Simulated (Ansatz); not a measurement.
The system is BN.

```xyz
4
Lattice="2.5539 0.0000 0.0000 -1.2770 2.2118 0.0000 0.0000 0.0000 4.2269" Properties=species:S:1:pos:R:3 pbc="T T T"
N     0.0000    1.4745    0.5295
N     1.2770    0.7373    2.6430
B     0.0000    1.4745    2.1123
B     1.2770    0.7373    4.2257
```

Measurements of this composition are mostly on another form, of space group No. 194.

Base run:

| Property | Result |
| --- | --- |
| Program | Ansatz 0.2.0 |
| Functional | LDA |
| Potentials or basis | all-electron LAPW, scalar-relativistic |
| Cutoff | 411 eV (chosen from the basis error) |
| Basis error allowed | 0.002 eV/atom |
| k mesh | 12 × 12 × 6 |
| Occupations | fermi-dirac, width 0.05 eV |
| Spin | no spin polarisation |

Its results: band gap on the k mesh 4.98 eV, indirect (least direct gap 8.11 eV); pressure -13.6 GPa; largest force 0.023 eV/Å.

Q: The run is repeated on the same cell with these changes: functional from LDA to PBEsol. What comes out?

A: Band gap on the k mesh 4.98 eV, indirect (least direct gap 8.15 eV); pressure -5.9 GPa; largest force 0.013 eV/Å.

PBEsol binds less tightly than LDA, so the same cell stands under more pressure.
